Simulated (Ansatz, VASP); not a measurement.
**Two plane-wave programs on SrTiO3**

```
Sr Ti O
1.0
     3.89055    0.00000    0.00000
     0.00000    3.89055    0.00000
     0.00000    0.00000    4.02813
Sr Ti O
1 1 3
Direct
  0.00205 0.00000 0.00000
  0.50968 0.50000 0.50000
  0.98537 0.50000 0.50000
  0.48722 0.00000 0.50000
  0.48722 0.50000 0.00000
```

Change from the starting cell: mode 1 frozen in at -0.058 Å, strain +e along z and -e/2 along x and y +0.0233.

Alike in both runs: task single point; functional PBE; k mesh 8 × 8 × 8; occupations gaussian, width 0.05 eV; no spin polarisation.

|  | VASP | Ansatz |
| --- | --- | --- |
| version | VASP 6.6.1 | Ansatz 0.2.0 |
| potentials or method | VASP PAW PBE potentials, release 64 (Sr_sv, Ti_sv, O) | scalar-relativistic, plane waves, PAW |
| plane-wave cutoff (eV) | 520 | 520 |
| valence electrons in the cell | 40 | 40 |

|  | VASP | Ansatz | Ansatz less VASP |
| --- | --- | --- | --- |
| gap on the k mesh at the Fermi level (eV) | 1.83 | 1.86 | +0.036 |
| least direct gap on the mesh (eV) | 2.29 | 2.31 | +0.020 |
| pressure (GPa) | 1.7 | 1.0 | -0.61 |
| largest component of the traceless stress (GPa) | 5.33 | 5.23 | -0.099 |
| rms of the force components (eV/Å) | 0.090 | 0.074 | -0.0157 |

Atom by atom the forces differ by 0.017 eV/Å (rms over components).

A k mesh can miss the band edges.
